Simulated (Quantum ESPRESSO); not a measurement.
Runs of Quantum ESPRESSO 7.5 on Mg. Symmetry: Fm-3m, No. 225, cubic system. The conventional cell has a = 4.489 Å, b = 4.489 Å, c = 4.489 Å, α = 90.00°, β = 90.00°, γ = 90.00°. Mg (site symmetry m-3m) is surrounded by 12 Mg at 3.17 Å. This isn't the form of Mg at room conditions, which is hcp.

```tsv
task	level	potentials or basis	spin	cell	cutoff (eV)	smearing	dos occupations	mixing beta	mixing ndim	most ionic steps	forc conv thr	other keys	gap on the mesh (eV)	pressure (GPa)
density of states	PBE+D3(BJ)	GBRV 1.5 PBE	off	cell strained at random at fixed volume	612	tetrahedra_opt	tetrahedra_opt	0.05	16	-	-	smearing = tetrahedra_opt; width = left out; mixing_beta = 0.05; …	none	-1.1
single point	PBEsol	PseudoDojo 0.4 FR PBEsol standard	SOC, no magnetisation	as given	1714	gaussian 0.2 eV	-	0.5	-	-	-	ecut_scale = 1.5; smearing = gaussian; width = 0.2	none	(a)
relaxation of cell and atoms	PBEsol	PseudoDojo 0.4.1 SR PBEsol standard	off	relaxed to 0.3 kbar	1143	methfessel-paxton 0.05 eV	-	0.5	-	40	0.0004 Ry/bohr	-	none	0.0
real-space fields	revPBE+D2	PseudoDojo 0.5 SR PBE stringent	off	as given	1143	gaussian 0.1 eV	-	0.5	-	-	-	-	none	-4.5
single point	LDA	GBRV 1.5 LDA	off	as given	612	methfessel-paxton 0.136 eV	-	0.5	-	-	-	-	none	-1.5
```

Alike in all rows: k mesh 10 × 10 × 10.

Task: Fill in the values left out.

Result: (a) 0.2.

Caveats: pairwise dispersion overbinds metals, which lowers pressure and volume (some runs); the potentials were made for another functional, which shifts forces and pressure (some runs).

A gap of «none» marks a metal or a gap under the smearing width.
